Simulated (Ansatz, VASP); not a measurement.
## C in VASP and in Ansatz

```
CELL_PARAMETERS angstrom
0.00000 1.82240 1.82240
1.82240 0.00000 1.82240
1.82240 1.82240 0.00000
ATOMIC_POSITIONS crystal
C 0.50000 0.50000 0.50000
C 0.75000 0.75000 0.75000
```

Alike in both runs: task single point; functional BLYP; k mesh 13 × 13 × 13; occupations fermi-dirac, width 0.05 eV; no spin polarisation.

|  | VASP | Ansatz |
| --- | --- | --- |
| version | VASP 6.6.1 | Ansatz 0.2.0 |
| potentials or method | VASP PAW PBE potentials, release 64 (C) | plane waves (420 eV) with PAW, scalar-relativistic |
| plane-wave cutoff (eV) | 520 | 420 |
| valence electrons in the cell | 8 | 8 |

VASP gave:

| Item | Value |
| --- | --- |
| pressure (GPa) | -14.3 |

Problem. Which values does Ansatz return?

Solution. Pressure (GPa): -14.8.

With one functional, cell and mesh, what is left measures potentials, basis and numerics.

Caveats: the PAW data sets were made with another functional, which shifts forces and pressure a little (VASP).
